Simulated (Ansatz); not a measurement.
System: rock-salt LiI. Method: PBE-D4 in Ansatz (plane waves, PAW).

Settings: plane-wave cutoff 500 eV, 10×10×10 k mesh, gaussian smearing 0.02 eV, scalar-relativistic PAW data made under PBE.

Cell (relaxed at this level):

LiI is taken in the cubic space group Fm-3m (No. 225), the rock salt structure, Pearson symbol cF8. Conventional cell: a = 5.904 Å, b = 5.904 Å, c = 5.904 Å, α = 90.00°, β = 90.00°, γ = 90.00°. Li on 4a is surrounded by 6 I at 2.952 Å (octahedral). I on 4b is surrounded by 6 Li at 2.952 Å (octahedral). (Neighbours: up to the widest gap in distance over summed covalent radii, below 1.35, at either atom; cation-cation and far metal-metal contacts left out.)
(The calculation used a cell of 2 atoms; values per cell refer to that cell.)

Estimate the band gap that the calculation returns.


* **band gap**: 4.37 eV (on the SCF k mesh)

Measured, for comparison: band gap 6.4 eV (temperature not stated, no zero-point or thermal correction, our sources range from 6.10 to 6.40; as tabulated in Aguado et al. (1998), arXiv:cond-mat/9809176).

Spin–orbit coupling is not included; with these elements it can move the gap by several tenths of an eV or more.

Computed values are for the static lattice.

Ansatz is an electronic-structure program.
